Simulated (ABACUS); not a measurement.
The system is NaCl.

```
Cl Na
1.0
     0.00000    2.79406    2.79406
     2.79406    0.00000    2.79406
     2.79406    2.79406    0.00000
Cl Na
1 1
Direct
  0.50000 0.50000 0.50000
  0.00000 0.00000 0.00000
```

The cell is a database's computed one.

- Program: ABACUS 3.10.1
- Task: relaxation of cell and atoms
- Functional: AM05
- Potentials or basis: GBRV ultrasoft 1.5 PBEsol
- Cutoff: 544 eV
- Density cutoff: 4354 eV
- Basis: plane waves
- k mesh: 6 × 6 × 6
- Occupations: fermi-dirac, width 0.05 eV
- Spin: no spin polarisation

At the start: pressure 1.3 GPa; volume 21.81 Å³/atom.

**Question.** Where does the relaxation end?

**Answer.** Over 6 steps the energy falls by 4.6 meV/atom and the volume is 22.96 Å³/atom (+5.3 %); space group Fm-3m (No. 225, to 0.05 Å).

The path:
```tsv
step	energy change (eV)	largest force (eV/Å)	pressure (GPa)	volume (Å³)
1	0.0000	0.0000	1.32	43.63
2	-0.0071	0.0000	0.61	44.81
3	-0.0090	0.0000	-0.14	46.25
4	-0.0092	0.0000	-0.07	46.08
5	-0.0092	0.0000	0.02	45.89
6	-0.0092	0.0000	0.00	45.93
```

Final structure:
```
Cl Na
1.0
     0.00000    2.84237    2.84237
     2.84237    0.00000    2.84237
     2.84237    2.84237    0.00000
Cl Na
1 1
Cartesian
  2.8424 2.8424 2.8424
  0.0000 0.0000 0.0000
```

Caveat: the potentials were made for another functional, which shifts forces and pressure.
